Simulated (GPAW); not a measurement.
# Rh (Fm-3m) in GPAW: further runs

The runs below take Rh through band structure, with PBE, LDA.

All numbers are computed with GPAW 26.7.0; they aren't measurements. Logs are shortened: lines on timing, memory, paths and dates and some standing lists are left out, and cuts for length are marked. The log counts tension as positive stress, the text compression.

### 1 The structure

It takes space group Fm-3m (No. 225, cubic). Conventional cell: a = 3.796 Å, b = 3.796 Å, c = 3.796 Å, α = 90.00°, β = 90.00°, γ = 90.00°. Rh (site symmetry m-3m) is surrounded by 12 Rh at 2.68 Å.

### 2 Band structure, PBE

Input file run.py:

```python
from ase.dft.bandgap import bandgap
from ase.io import read, write
from ase.units import GPa
from gpaw import GPAW, PW, setup_paths

setup_paths.insert(0, '.')

atoms = read('Rh.xyz')

calc = GPAW(mode=PW(600),
            xc='PBE',
            kpts={'size': (12, 12, 12), 'gamma': True},
            occupations={'name': 'fermi-dirac', 'width': 0.05},
            nbands=16,
            convergence={'density': 1e-05, 'energy': 1e-05},
            maxiter=150,
            txt='gpaw.txt')
atoms.calc = calc
energy = atoms.get_potential_energy()
forces = atoms.get_forces()
stress = atoms.get_stress()
calc.write('gs.gpw')
write('result.traj', atoms)
print(f'Energy: {energy:.6f} eV')
print('Forces (eV/A):')
print(forces.round(4))
print('Stress (GPa):', (stress / GPa).round(3))
print('Fermi level:', round(calc.get_fermi_level(), 4), 'eV')
print(f'Gap: {bandgap(calc)[0]:.4f} eV, direct: {bandgap(calc, direct=True)[0]:.4f} eV')

path = atoms.cell.bandpath('GXWKGLUWLK,UX', npoints=100, eps=1e-4)
bs_calc = calc.fixed_density(kpts=path, symmetry='off', nbands=24,
                             convergence={'bands': 'CBM+6.0', 'eigenstates': 1e-6}, txt='bands.txt')
bs = bs_calc.band_structure()
bs.write('bs.json')
print(f'Gap on the path: {bandgap(bs_calc)[0]:.4f} eV')
```

Input file Rh.xyz:

```xyz
1
Lattice="0.0000000000 1.8978500000 1.8978500000 1.8978500000 0.0000000000 1.8978500000 1.8978500000 1.8978500000 0.0000000000" Properties=species:S:1:pos:R:3 pbc="T T T"
Rh     0.0000000000      0.0000000000      0.0000000000
```

Potentials or basis: PAW data sets generated in the run's folder for this functional, pw.

The run is started by

```sh
$ gpaw-setup -f PBE Rh
$ OMP_NUM_THREADS=1 python run.py
```

gpaw.txt:

```text
__  _  _
 | _ |_)|_||  |
 |__||  | ||/\| - 26.7.0

Input parameters:
  mode=PW(ecut=600.0),
  convergence={'density': 1e-05, 'energy': 1e-05},
  kpts=MonkhorstPack(size=(12, 12, 12), gamma=True),
  maxiter=150,
  nbands=16,
  occupations=Occupations(name='fermi-dirac', width=0.05),
  xc=XC(name='PBE')

Diagonalizing LCAO Hamiltonian
Converting LCAO to pw mode

       Rh

Atoms  # Å, Bohr magnetons
|   | symbol |        x |        y |        z |    initial magnetic moments |
|---|--------|----------|----------|----------|-----------------------------|
| 0 |     Rh | 0.000000 | 0.000000 | 0.000000 | ( 0.0000,  0.0000,  0.0000) |

Unit cell  # Å
| periodic |        x |        y |        z |  lengths |    angles |
|----------|----------|----------|----------|----------|-----------|
|      yes | 0.000000 | 1.897850 | 1.897850 | 2.683965 | 60.000000 |
|      yes | 1.897850 | 0.000000 | 1.897850 | 2.683965 | 60.000000 |
|      yes | 1.897850 | 1.897850 | 0.000000 | 2.683965 | 60.000000 |

Number of symmetries: 48
Symmetry operations  # r_c * U_cc + t_c -> r_c
|    | kind |            matrix            |
|----|------|------------------------------|
|  0 |  σ   |  1, 0, 0,  1, 0,-1,  1,-1, 0 |
|  1 |  C2  |  1, 0, 0,  1,-1, 0,  1, 0,-1 |
|  2 |  E   |  1, 0, 0,  0, 1, 0,  0, 0, 1 |
|  3 |  σ   |  1, 0, 0,  0, 0, 1,  0, 1, 0 |
|  4 |  C4  |  1, 0,-1,  1, 0, 0,  1,-1, 0 |
|  5 |  S6  |  1, 0,-1,  1,-1, 0,  1, 0, 0 |
|  6 |  σ   |  1, 0,-1,  0, 1,-1,  0, 0,-1 |
|  7 |  C3  |  1, 0,-1,  0, 0,-1,  0, 1,-1 |
|  8 |  S6  |  1,-1, 0,  1, 0, 0,  1, 0,-1 |
|  9 |  C4  |  1,-1, 0,  1, 0,-1,  1, 0, 0 |
| 10 |  C3  |  1,-1, 0,  0,-1, 1,  0,-1, 0 |
| 11 |  σ   |  1,-1, 0,  0,-1, 0,  0,-1, 1 |
| 12 |  σ   |  0, 1, 0,  1, 0, 0,  0, 0, 1 |
| 13 |  C4  |  0, 1, 0,  0, 1,-1, -1, 1, 0 |
| 14 |  C3  |  0, 1, 0,  0, 0, 1,  1, 0, 0 |
| 15 |  S6  |  0, 1, 0, -1, 1, 0,  0, 1,-1 |
| 16 |  C2  |  0, 1,-1,  1, 0,-1,  0, 0,-1 |
| 17 |  σ   |  0, 1,-1,  0, 1, 0, -1, 1, 0 |
| 18 |  S4  |  0, 1,-1,  0, 0,-1,  1, 0,-1 |
| 19 |  C4  |  0, 1,-1, -1, 1, 0,  0, 1, 0 |
| 20 |  C3  |  0, 0, 1,  1, 0, 0,  0, 1, 0 |
| 21 |  σ   |  0, 0, 1,  0, 1, 0,  1, 0, 0 |
| 22 |  S6  |  0, 0, 1,  0,-1, 1, -1, 0, 1 |
| 23 |  C4  |  0, 0, 1, -1, 0, 1,  0,-1, 1 |
| 24 |  S4  |  0, 0,-1,  1, 0,-1,  0, 1,-1 |
| 25 |  C3  |  0, 0,-1,  0, 1,-1,  1, 0,-1 |
| 26 |  C2  |  0, 0,-1,  0,-1, 0, -1, 0, 0 |
| 27 |  S6  |  0, 0,-1, -1, 0, 0,  0,-1, 0 |
| 28 |  S4  |  0,-1, 1,  1,-1, 0,  0,-1, 0 |
| 29 |  C4  |  0,-1, 1,  0, 0, 1, -1, 0, 1 |
| 30 |  C2  |  0,-1, 1,  0,-1, 0,  1,-1, 0 |
| 31 |  σ   |  0,-1, 1, -1, 0, 1,  0, 0, 1 |
| 32 |  C3  |  0,-1, 0,  1,-1, 0,  0,-1, 1 |
| 33 |  S6  |  0,-1, 0,  0, 0,-1, -1, 0, 0 |
| 34 |  S4  |  0,-1, 0,  0,-1, 1,  1,-1, 0 |
| 35 |  C2  |  0,-1, 0, -1, 0, 0,  0, 0,-1 |
| 36 |  C2  | -1, 1, 0,  0, 1, 0,  0, 1,-1 |
| 37 |  S6  | -1, 1, 0,  0, 1,-1,  0, 1, 0 |
| 38 |  S4  | -1, 1, 0, -1, 0, 1, -1, 0, 0 |
| 39 |  C3  | -1, 1, 0, -1, 0, 0, -1, 0, 1 |
| 40 |  S6  | -1, 0, 1,  0, 0, 1,  0,-1, 1 |
| 41 |  C2  | -1, 0, 1,  0,-1, 1,  0, 0, 1 |
| 42 |  C3  | -1, 0, 1, -1, 1, 0, -1, 0, 0 |
| 43 |  S4  | -1, 0, 1, -1, 0, 0, -1, 1, 0 |
| 44 |  C2  | -1, 0, 0,  0, 0,-1,  0,-1, 0 |
| 45 |  i   | -1, 0, 0,  0,-1, 0,  0, 0,-1 |
| 46 |  σ   | -1, 0, 0, -1, 1, 0, -1, 0, 1 |
| 47 |  C2  | -1, 0, 0, -1, 0, 1, -1, 1, 0 |

BZ-sampling:
  Number of BZ points: 1728
  Number of IBZ points: 72

  Monkhorst-Pack size: [12, 12, 12]
  Monkhorst-Pack shift: [0.041666666666666664, 0.041666666666666664, 0.041666666666666664]

K-points  # in reciprocal-cell coordinates
|     |                                coordinates |     weight |
|-----|--------------------------------------------|------------|
|   0 | ( -0.00000000,  -0.00000000,  -0.00000000) | 0.00057870 |
|   1 | (  0.08333333,   0.08333333,  -0.00000000) | 0.00347222 |
|   2 | (  0.08333333,   0.08333333,   0.08333333) | 0.00462963 |
|   3 | (  0.16666667,   0.08333333,   0.08333333) | 0.00694444 |
|   4 | (  0.16666667,   0.16666667,  -0.00000000) | 0.00347222 |
|   5 | (  0.16666667,   0.16666667,   0.08333333) | 0.01388889 |
|   6 | (  0.16666667,   0.16666667,   0.16666667) | 0.00462963 |
|   7 | (  0.25000000,   0.16666667,   0.08333333) | 0.01388889 |
|   8 | (  0.25000000,   0.16666667,   0.16666667) | 0.01388889 |
|   9 | (  0.25000000,   0.25000000,  -0.00000000) | 0.00347222 |
| ... |                                            |            |
|  71 | (  0.50000000,   0.50000000,   0.50000000) | 0.00231481 |

Plane wave coefficients: 471
Cutoff: 600.0 eV

Spin-components: 1 (collinear spins)
Bands:           16
Projectors:      6
Spin-degeneracy: 2
Datatype:        complex128

Parallelization:
  kpt:    1
  domain: 1
  band:   1

Density:
  Valence electrons: 15.0
  Components: 1
  Grid points: [16 16 16]
  Charge: 0.0  # |e|

Potential:
  Grid points: [16 16 16]

species:
  Rh:
    name:    Rhodium
    Z:       45.0
    valence: 15
    core:    30
    charge:  0.0  # [|e|]
    compensation charges:
      type: gauss
      rc: 0.38  # [Å]
      lmax: 2
    cutoffs:
      filter: 2.48  # [Å]
      core: 2.35  # [Å]
    projectors
    | kind |    occ | energy [eV] | rcut [Å] |
    |------|--------|-------------|----------|
    |   5s |  1.000 |      -4.297 |    1.270 |
    |   4p |  6.000 |     -50.429 |    1.381 |
    |   5p |  0.000 |      -0.852 |    1.381 |
    |   4d |  8.000 |      -5.942 |    1.244 |
    |    s |        |      22.915 |    1.270 |
    |    d |        |      21.270 |    1.244 |

    Using partial waves for Rh as LCAO basis

Reference energy: -130134.648220  # eV

eigensolver:
  PPCG
  Converge bands: occupied
  niter=2

density mixing:
  MSR1-Mixer
  Pratt-step length: 0.05
  Maximum mixing coefficient: 0.75
  Old densities: 10
  SVD Regularization: 0.005
  Good broyden scale: 1.0
  Trust region scale: 1.0
  Backstep threshold: 4.0
  History deletion threshold: 6.0
  Fourier metric: weight=20.0, sigma=0.015

occupation numbers:
  Fermi-Dirac:
    width: 0.0500  # eV

poisson solver:
  ecut: 4800.0  # eV

xc functional:
  name: PBE with 2 nearest neighbor stencil

convergence criteria:
- Maximum integral of absolute [dens]ity change: 1e-05 electrons / valence electron
- Maximum [total energy] change in last 3 cyles: 1e-05 eV / valence electron
- Maximum integral of absolute [eigenst]ate change: 4e-08 eV^2 / valence electron
maximum number of iterations: 150

SCF iterations
|iter     | |      energy | eigst |  dens |
|---------|-|-------------|-------|-------|
|iter:   1| |   -7.914816 | +0.04 |       |
|iter:   2| |   -7.781652 | -2.76 | -1.10 |
|iter:   3| |   -7.311149 | -2.08 | -1.15 |
|iter:   4| |   -7.307005 | -3.56 | -2.27 |
|iter:   5| |   -7.305609 | -3.46 | -2.47 |
|iter:   6| |   -7.305594 | -6.31 | -3.56 |
|iter:   7| |   -7.305594c| -6.56 | -3.79 |
|iter:   8| |   -7.305594c| -7.62c| -5.06c|

Converged in 8 steps
Energy contributions relative to reference atoms: (reference = -130134.648220)

Energy contributions:
  Kinetic:          -2.388775
  Coulomb:           0.036856
  Zero:             -0.056217
  External:          0.000000
  Xc:               -4.893257
  Entropy:          -0.008400
  Spinorbit:         0.000000
  ----------------------------
  Free energy:      -7.309794
  Extrapolated:     -7.305594

dipole moment: (-11.480078, -11.480078, -11.480078)  # |e|*Ang

Fermi level: 11.945
Eigenvalues  # (at kpt = [-0.000, -0.000, -0.000])
| band index |      eig [eV] | occ [0-2] |
|------------|---------------|-----------|
|          0 |       -34.469 |     2.000 |
|          1 |       -34.469 |     2.000 |
|          2 |       -34.469 |     2.000 |
|          3 |         3.953 |     2.000 |
|          4 |         8.829 |     2.000 |
|          5 |         8.829 |     2.000 |
[... 8 lines left out ...]
|         14 |        44.103 |     0.000 |
|         15 |        44.103 |     0.000 |

No gap
No difference between direct/indirect transitions

Forces  # eV/Ang
|        x |        y |       z |
|----------|----------|---------|
| -0.00000 | -0.00000 | 0.00000 |  # Rh   0

Stress tensor  # eV/Ang^3
|         x |         y |         z |
|-----------|-----------|-----------|
| -0.057773 | -0.000000 |  0.000000 |
| -0.000000 | -0.057773 |  0.000000 |
|  0.000000 |  0.000000 | -0.057773 |

# Writing to gs.gpw (mode='')
```

It took 33 s on 1 thread of Arm Neoverse N1, shared host; peak memory 0.17 GiB.

Results:

```yaml
Free_energy: -7.3098 eV
Pressure: 9.3 GPa
Band_gap_along_the_path: none (metal or under the smearing width)
```

Levels at the corners of the path, in eV from the Fermi level:
| point | band 4 | band 5 | band 6 | band 7 | band 8 | band 9 |
| --- | --- | --- | --- | --- | --- | --- |
| Γ | -7.99 | -3.12 | -3.12 | -3.12 | -1.03 | -1.03 |
| X | -6.36 | -5.98 | 0.52 | 0.98 | 0.98 | 3.27 |
| W | -5.05 | -3.82 | -3.82 | -1.24 | 0.98 | 9.75 |
| K | -5.55 | -4.78 | -2.07 | -0.73 | 0.36 | 7.94 |
| Γ | -7.99 | -3.12 | -3.12 | -3.12 | -1.03 | -1.03 |
| L | -6.15 | -3.20 | -3.20 | 0.55 | 0.55 | 0.73 |
| U | -5.55 | -4.78 | -2.07 | -0.73 | 0.36 | 7.94 |
| W | -5.05 | -3.82 | -3.82 | -1.24 | 0.98 | 9.75 |
| L | -6.15 | -3.20 | -3.20 | 0.55 | 0.55 | 0.73 |
| K | -5.55 | -4.78 | -2.07 | -0.73 | 0.36 | 7.94 |
| U | -5.55 | -4.78 | -2.07 | -0.73 | 0.36 | 7.94 |
| X | -6.36 | -5.98 | 0.52 | 0.98 | 0.98 | 3.27 |

### 3 Band structure, LDA

Edit run.py of step 2 so:

```diff
@@ -7,6 +7,6 @@
 
-atoms = read('Rh.xyz')
+atoms = read('Rh.cif')
 
 calc = GPAW(mode=PW(600),
-            xc='PBE',
+            xc='LDA',
             kpts={'size': (12, 12, 12), 'gamma': True},
```

Input file Rh.cif:

```cif
data_Rh
_cell_length_a 2.68396521
_cell_length_b 2.68396521
_cell_length_c 2.68396521
_cell_angle_alpha 60.00000000
_cell_angle_beta 60.00000000
_cell_angle_gamma 60.00000000
_space_group_name_H-M_alt 'P1'
_space_group_name_Hall 'P 1'
_space_group_IT_number 1
loop_
_space_group_symop_operation_xyz
'x,y,z'
loop_
_atom_site_label
_atom_site_type_symbol
_atom_site_symmetry_multiplicity
_atom_site_Wyckoff_symbol
_atom_site_fract_x
_atom_site_fract_y
_atom_site_fract_z
_atom_site_occupancy
Rh1 Rh 1 a 0.0000000000 0.0000000000 0.0000000000 1
```

Potentials or basis: PAW data sets generated in the run's folder for this functional, pw.

The run is started by

```sh
$ gpaw-setup -f LDA Rh
$ OMP_NUM_THREADS=1 python run.py
```

It took 32 s on 1 thread of Arm Neoverse N1, shared host; peak memory 0.17 GiB.

Results (log left out):

```
Free energy             : -8.7638 eV
Pressure                : -8.4 GPa
Band gap along the path : none (metal or under the smearing width)
```

Levels at the corners of the path, in eV from the Fermi level:
| point | band 4 | band 5 | band 6 | band 7 | band 8 | band 9 |
| --- | --- | --- | --- | --- | --- | --- |
| Γ | -8.10 | -3.15 | -3.15 | -3.15 | -1.02 | -1.02 |
| X | -6.38 | -6.02 | 0.54 | 0.98 | 0.98 | 3.18 |
| W | -5.06 | -3.85 | -3.85 | -1.24 | 0.98 | 9.67 |
| K | -5.58 | -4.81 | -2.10 | -0.72 | 0.35 | 7.88 |
| Γ | -8.10 | -3.15 | -3.15 | -3.15 | -1.02 | -1.02 |
| L | -6.21 | -3.22 | -3.22 | 0.56 | 0.56 | 0.67 |
| U | -5.58 | -4.81 | -2.10 | -0.72 | 0.35 | 7.88 |
| W | -5.06 | -3.85 | -3.85 | -1.24 | 0.98 | 9.67 |
| L | -6.21 | -3.22 | -3.22 | 0.56 | 0.56 | 0.67 |
| K | -5.58 | -4.81 | -2.10 | -0.72 | 0.35 | 7.88 |
| U | -5.58 | -4.81 | -2.10 | -0.72 | 0.35 | 7.88 |
| X | -6.38 | -6.02 | 0.54 | 0.98 | 0.98 | 3.18 |
